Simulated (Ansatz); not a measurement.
# Si: energy over two strains, part 1 of 2

A grid of calculations on Si (Fd-3m, No. 227; 2 atoms in the cell), to see where the energy is lowest and how it rises around there.

Program: Ansatz 0.2.0. Level of theory: DFT PBE, scalar-relativistic, plane waves, PAW. These are calculated values, not measurements.

1 further run of the same task is left out (set aside as unsound or not needed).

## Step 1: Starting point

Symmetry: Fd-3m, No. 227, cubic system. Conventional cell: a = 5.470 Å, b = 5.470 Å, c = 5.470 Å, α = 90.00°, β = 90.00°, γ = 90.00°. Si (site symmetry -43m) is surrounded by 4 Si at 2.37 Å.

Coordinates:

```cif
data_structure
_symmetry_space_group_name_H-M 'P 1'
_symmetry_Int_Tables_number 1
_cell_length_a 3.8675
_cell_length_b 3.8675
_cell_length_c 3.8675
_cell_angle_alpha 60.000
_cell_angle_beta 60.000
_cell_angle_gamma 60.000
_cell_volume 40.91
loop_
_atom_site_label
_atom_site_type_symbol
_atom_site_fract_x
_atom_site_fract_y
_atom_site_fract_z
_atom_site_occupancy
Si1 Si 0.50000 0.50000 0.50000 1
Si2 Si 0.75000 0.75000 0.75000 1
```

This cell was relaxed beforehand with the same method: volume 20.45 Å³/atom, gap on the mesh 0.62 eV.

## Step 2: Reference run

File input.yaml:

```yaml
crystal:
  lattice:
    - [0.0, 2.7347606505, 2.7347606505]
    - [2.7347606505, 0.0, 2.7347606505]
    - [2.7347606505, 2.7347606505, 0.0]
  atoms:
    - { symbol: Si, position: [0.5, 0.5, 0.5] }
    - { symbol: Si, position: [0.75, 0.75, 0.75] }
basis:
  ecutwfc: 420
kpoints:
  mp_grid: { grid: [8, 8, 8] }
hamiltonian:
  xc: pbe
  pseudopotentials: { kind: paw, azcp: { folder: soft_1 } }
scf:
  occupations: { method: gaussian, width: 0.05 }
output:
  forces: true
  stress: true
  eigenvalues: true
```

Launch:

```console
ansatz run input.yaml --threads 1 --pin off --max-ram 2048MiB --backend cpu --events-out ev --progress --plain --runs-dir out
```

What it wrote, shortened:

```text
Warning: RAYON_NUM_THREADS=1 ignored (pool sized by the plan → 1); use --threads N
[...]
Pseudopotentials: kind: paw
Pseudopotential: Si, paw, valence charge 4, recommended cutoff 420 eV (normal), <dir>
Functional definition: PBE
[...]
Crystal: 2 atoms, lattice volume = 40.906 Å³
Basis set: ecut = 420 eV, 821 PW (Γ), exchange–correlation on 54×54×54 points (8 copies of the dense FFT grid, shifted against one another)
Bands: 8, of which v1, the nominal top of the filled ones, is band 4 counted from 1 (3 counted from 0)
Symmetry: 48 space group operations
Space group: Fd-3m (ITA 227), of the structure as read, at distance tolerance 3.4e-5 Å
k-points: 29 of 512
[...]
SCF iter   1: F=—  HF=-1271.787441 eV  |F-HF|=—  |Δ(HF+E_count)|=         —  Δρ=4.51e-2  dr2=7.56e-1  ethr=3.10e-3  ⟨swp⟩=6.5  Hψ=2225  notcnv=0
[...]
SCF iter   6: F=-1271.619885 eV  HF=-1271.619885 eV  |F-HF|=2.21e-9  |Δ(HF+E_count)|=   1.12e-7  Δρ=7.45e-6  dr2=2.43e-8  ethr=1.25e-9  ⟨swp⟩=6.4  Hψ=1288  notcnv=0
[...]
SCF converged after 6 iterations
Free energy (F): -1271.619885 eV
[...]
E sigma→0 (E₀):  -1271.619885 eV
Fermi energy:    6.321948 eV
[...]
--- Forces (eV/Å), atoms counted from 1 ---
  atom   1  Si    -0.00000000     0.00000000    -0.00000000
  atom   2  Si    -0.00000000     0.00000000     0.00000000
[...]
--- Stress (GPa, compression-positive) ---
        0.021100      -0.000000      -0.000000
       -0.000000       0.021100       0.000000
        0.000000       0.000000       0.021100
  P = ⅓ Tr σ = 0.0211 GPa (0.211 kbar)
--- Band table (eV; the first three rows and the last of 29) ---
  k-point 0: bands = ["-5.8186", "5.9987", "5.9987", "5.9987", "8.5501", "8.5501", "8.5501", "9.1169"]
[...]
```

It took 0.34 s on 1 thread of AMD EPYC 9R45 (Zen 5), shared host; peak memory 0.31 GiB.

## Step 3: The grid

The energy is mapped over two homogeneous strains (x along [1 0 0], y along [0 1 0], z along [0 0 1] of the conventional cell).

- strain +e along x and -e along y: 9 values from −11.00 to 11.00 %
- strain +e along z and -e/2 along x and y: 9 values from −7.00 to 7.00 %

Nothing else is relaxed (symmetry fixes all fractional coordinates). Energies count from the relaxed crystal. Points are written as (first, second).

Below, 8 of the grid's runs; all are launched alike.

## Step 4: Point (−2.75 %, −7.00 %)

input.yaml, as its differences from that of step 2:

```diff
@@ -2,5 +2,5 @@
   lattice:
-    - [0.0, 2.7347606505, 2.7347606505]
-    - [2.7347606505, 0.0, 2.7347606505]
-    - [2.7347606505, 2.7347606505, 0.0]
+    - [0.0, 2.9056831912, 2.543327405]
+    - [2.7552713554, 0.0, 2.543327405]
+    - [2.7552713554, 2.9056831912, 0.0]
   atoms:
```

Launch:

```console
ansatz run input.yaml --threads 1 --pin off --max-ram 2048MiB --backend cpu --events-out ev --progress --plain --runs-dir out
```

What it wrote, shortened:

```text
Warning: RAYON_NUM_THREADS=1 ignored (pool sized by the plan → 1); use --threads N
[...]
[... 3 set-up lines as earlier in the session ...]
[...]
Crystal: 2 atoms, lattice volume = 40.723 Å³
Basis set: ecut = 420 eV, 821 PW (Γ), exchange–correlation on 54×54×54 points (8 copies of the dense FFT grid, shifted against one another)
Bands: 8, of which v1, the nominal top of the filled ones, is band 4 counted from 1 (3 counted from 0)
Symmetry: 8 space group operations
Space group: Fddd (ITA 70), of the structure as read, at distance tolerance 3.4e-5 Å
k-points: 95 of 512
[...]
SCF iter   1: F=—  HF=-1271.682628 eV  |F-HF|=—  |Δ(HF+E_count)|=         —  Δρ=4.49e-2  dr2=7.44e-1  ethr=3.10e-3  ⟨swp⟩=6.7  Hψ=7406  notcnv=0
[...]
SCF iter   6: F=-1271.516382 eV  HF=-1271.516382 eV  |F-HF|=3.26e-9  |Δ(HF+E_count)|=   1.59e-7  Δρ=7.85e-6  dr2=2.49e-8  ethr=1.25e-9  ⟨swp⟩=6.6  Hψ=4309  notcnv=0
[...]
SCF converged after 6 iterations
Free energy (F): -1271.516382 eV
[...]
E sigma→0 (E₀):  -1271.516253 eV
Entropy (-TS):   -0.000259 eV (-0.129 meV/atom)
Fermi energy:    6.165366 eV
[...]
--- Forces (eV/Å), atoms counted from 1 ---
  atom   1  Si     0.00000000    -0.00000000     0.00000000
  atom   2  Si    -0.00000000     0.00000000    -0.00000000
[...]
--- Stress (GPa, compression-positive) ---
        0.577752       0.000000      -0.000000
        0.000000      -6.261346      -0.000000
       -0.000000      -0.000000       5.584916
  P = ⅓ Tr σ = -0.0329 GPa (-0.329 kbar)
--- Band table (eV; the first three rows and the last of 95) ---
  k-point 0: bands = ["-5.7865", "5.6060", "6.0782", "6.5231", "8.4088", "8.7216", "8.8997", "9.0510"]
[...]
```

Run time: 0.72 s. Hardware: 1 thread of AMD EPYC 9R45 (Zen 5), shared host; peak memory 0.35 GiB.

Energy on the map's scale: 52 meV/atom.

## Step 5: Point (−2.75 %, 3.50 %)

input.yaml, as its differences from that of step 4:

```diff
@@ -2,5 +2,5 @@
   lattice:
-    - [0.0, 2.9056831912, 2.543327405]
-    - [2.7552713554, 0.0, 2.543327405]
-    - [2.7552713554, 2.9056831912, 0.0]
+    - [0.0, 2.762108257, 2.8304772733]
+    - [2.6116964212, 0.0, 2.8304772733]
+    - [2.6116964212, 2.762108257, 0.0]
   atoms:
```

Launch:

```console
ansatz run input.yaml --threads 1 --pin off --max-ram 2048MiB --backend cpu --events-out ev --progress --plain --runs-dir out
```

What it wrote, shortened:

```text
[...]
SCF converged after 6 iterations
Free energy (F): -1271.580430 eV
[...]
E sigma→0 (E₀):  -1271.580368 eV
Entropy (-TS):   -0.000124 eV (-0.062 meV/atom)
Fermi energy:    6.262628 eV
[...]
--- Forces (eV/Å), atoms counted from 1 ---
  atom   1  Si    -0.00000000    -0.00000000     0.00000000
  atom   2  Si     0.00000000     0.00000000    -0.00000000
[...]
--- Stress (GPa, compression-positive) ---
        3.790009       0.000000      -0.000000
        0.000000      -0.465027      -0.000000
       -0.000000      -0.000000      -3.342906
  P = ⅓ Tr σ = -0.0060 GPa (-0.060 kbar)
--- Band table (eV; the first three rows and the last of 95) ---
  k-point 0: bands = ["-5.8068", "5.7763", "5.9764", "6.3218", "8.4268", "8.6405", "8.7255", "9.0953"]
[...]
```

It took 0.73 s on 1 thread of AMD EPYC 9R45 (Zen 5), shared host; peak memory 0.35 GiB.

That is 20 meV/atom from the zero.

## Step 6: The run at (−2.75 %, 0.00 %)

input.yaml, as its differences from that of step 5:

```diff
@@ -2,5 +2,5 @@
   lattice:
-    - [0.0, 2.762108257, 2.8304772733]
-    - [2.6116964212, 0.0, 2.8304772733]
-    - [2.6116964212, 2.762108257, 0.0]
+    - [0.0, 2.8099665684, 2.7347606505]
+    - [2.6595547326, 0.0, 2.7347606505]
+    - [2.6595547326, 2.8099665684, 0.0]
   atoms:
```

Launch:

```console
ansatz run input.yaml --threads 1 --pin off --max-ram 2048MiB --backend cpu --events-out ev --progress --plain --runs-dir out
```

What it wrote, shortened:

```text
[...]
SCF converged after 6 iterations
Free energy (F): -1271.601303 eV
[...]
E sigma→0 (E₀):  -1271.601302 eV
Entropy (-TS):   -0.000002 eV (-0.001 meV/atom)
Fermi energy:    6.302233 eV
[...]
--- Forces (eV/Å), atoms counted from 1 ---
  atom   1  Si     0.00000000     0.00000000     0.00000000
  atom   2  Si    -0.00000000     0.00000000     0.00000000
[...]
--- Stress (GPa, compression-positive) ---
        2.563284       0.000000       0.000000
        0.000000      -2.729200       0.000000
        0.000000       0.000000       0.238689
  P = ⅓ Tr σ = 0.0243 GPa (0.243 kbar)
--- Band table (eV; the first three rows and the last of 95) ---
  k-point 0: bands = ["-5.8126", "5.8130", "6.0222", "6.1988", "8.4691", "8.5747", "8.6712", "9.1056"]
[...]
```

Wall time 0.74 s (1 thread of AMD EPYC 9R45 (Zen 5), shared host); peak memory 0.35 GiB.

On the map this point reads 9 meV/atom.

## Step 7: Grid point (−2.75 %, 7.00 %)

input.yaml, as its differences from that of step 6:

```diff
@@ -2,5 +2,5 @@
   lattice:
-    - [0.0, 2.8099665684, 2.7347606505]
-    - [2.6595547326, 0.0, 2.7347606505]
-    - [2.6595547326, 2.8099665684, 0.0]
+    - [0.0, 2.7142499456, 2.926193896]
+    - [2.5638381098, 0.0, 2.926193896]
+    - [2.5638381098, 2.7142499456, 0.0]
   atoms:
```

Launch:

```console
ansatz run input.yaml --threads 1 --pin off --max-ram 2048MiB --backend cpu --events-out ev --progress --plain --runs-dir out
```

What it wrote, shortened:

```text
[...]
SCF converged after 6 iterations
Free energy (F): -1271.510351 eV
[...]
E sigma→0 (E₀):  -1271.510239 eV
Entropy (-TS):   -0.000226 eV (-0.113 meV/atom)
Fermi energy:    6.208577 eV
[...]
--- Forces (eV/Å), atoms counted from 1 ---
  atom   1  Si     0.00000000     0.00000000     0.00000000
  atom   2  Si     0.00000000     0.00000000     0.00000000
[...]
--- Stress (GPa, compression-positive) ---
        5.334737       0.000000       0.000000
        0.000000       2.017536       0.000000
        0.000000       0.000000      -7.369084
  P = ⅓ Tr σ = -0.0056 GPa (-0.056 kbar)
--- Band table (eV; the first three rows and the last of 95) ---
  k-point 0: bands = ["-5.7868", "5.5318", "6.1840", "6.4904", "8.4391", "8.6635", "8.9179", "9.0247"]
[...]
```

Run time: 0.73 s. Hardware: 1 thread of AMD EPYC 9R45 (Zen 5), shared host; peak memory 0.35 GiB.

On the map this point reads 55 meV/atom.

## Step 8: Point (−2.75 %, 1.75 %)

input.yaml, as its differences from that of step 7:

```diff
@@ -2,5 +2,5 @@
   lattice:
-    - [0.0, 2.7142499456, 2.926193896]
-    - [2.5638381098, 0.0, 2.926193896]
-    - [2.5638381098, 2.7142499456, 0.0]
+    - [0.0, 2.7860374127, 2.7826189619]
+    - [2.6356255769, 0.0, 2.7826189619]
+    - [2.6356255769, 2.7860374127, 0.0]
   atoms:
```

Launch:

```console
ansatz run input.yaml --threads 1 --pin off --max-ram 2048MiB --backend cpu --events-out ev --progress --plain --runs-dir out
```

What it wrote, shortened:

```text
Warning: RAYON_NUM_THREADS=1 ignored (pool sized by the plan → 1); use --threads N
[...]
[... 3 set-up lines as earlier in the session ...]
[...]
Crystal: 2 atoms, lattice volume = 40.865 Å³
Basis set: ecut = 420 eV, 821 PW (Γ), exchange–correlation on 54×54×54 points (8 copies of the dense FFT grid, shifted against one another)
Bands: 8, of which v1, the nominal top of the filled ones, is band 4 counted from 1 (3 counted from 0)
[... 2 set-up lines as earlier in the session ...]
k-points: 95 of 512
[...]
SCF iter   1: F=—  HF=-1271.764298 eV  |F-HF|=—  |Δ(HF+E_count)|=         —  Δρ=4.51e-2  dr2=7.54e-1  ethr=3.10e-3  ⟨swp⟩=6.6  Hψ=7323  notcnv=0
[...]
SCF iter   6: F=-1271.596689 eV  HF=-1271.596689 eV  |F-HF|=1.39e-10  |Δ(HF+E_count)|=   7.16e-8  Δρ=6.25e-6  dr2=1.69e-8  ethr=1.25e-9  ⟨swp⟩=6.7  Hψ=4311  notcnv=0
[...]
SCF converged after 6 iterations
Free energy (F): -1271.596689 eV
[...]
E sigma→0 (E₀):  -1271.596648 eV
Entropy (-TS):   -0.000082 eV (-0.041 meV/atom)
Fermi energy:    6.287376 eV
[...]
--- Forces (eV/Å), atoms counted from 1 ---
  atom   1  Si    -0.00000000     0.00000000     0.00000000
  atom   2  Si     0.00000000     0.00000000     0.00000000
[...]
--- Stress (GPa, compression-positive) ---
        3.196800       0.000000       0.000000
        0.000000      -1.644703       0.000000
        0.000000       0.000000      -1.505195
  P = ⅓ Tr σ = 0.0156 GPa (0.156 kbar)
--- Band table (eV; the first three rows and the last of 95) ---
  k-point 0: bands = ["-5.8110", "5.8899", "5.8996", "6.2552", "8.4414", "8.6451", "8.6494", "9.1064"]
[...]
```

Wall time 0.75 s (1 thread of AMD EPYC 9R45 (Zen 5), shared host); peak memory 0.35 GiB.

Energy on the map's scale: 12 meV/atom.

(Continued in part 2 of 2.)
